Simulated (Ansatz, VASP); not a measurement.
# Two plane-wave programs on Al

```
Al
1.0
    -1.61779    1.61779    1.61779
     1.61779   -1.61779    1.61779
     1.61779    1.61779   -1.61779
Al
1
Direct
  0.00000 0.00000 0.00000
```

Alike in both runs: functional PBE; k mesh 19 × 19 × 19; occupations fermi-dirac, width 0.05 eV; no spin polarisation.

Ansatz relaxed the structure, and its values are those at the end. VASP's run is a single point on that final structure, the one shown.

|  | VASP | Ansatz |
| --- | --- | --- |
| version | VASP 6.6.1 | Ansatz 0.2.0 |
| potentials or method | VASP PAW PBE potentials, release 64 (Al) | PAW with Ansatz's default frozen-core files, scalar-relativistic |
| plane-wave cutoff (eV) | 520 | 420 |
| valence electrons in the cell | 3 | 3 |

|  | VASP | Ansatz | Ansatz less VASP |
| --- | --- | --- | --- |
| pressure (GPa) | 0.0 | 0.0 | +0.02 |
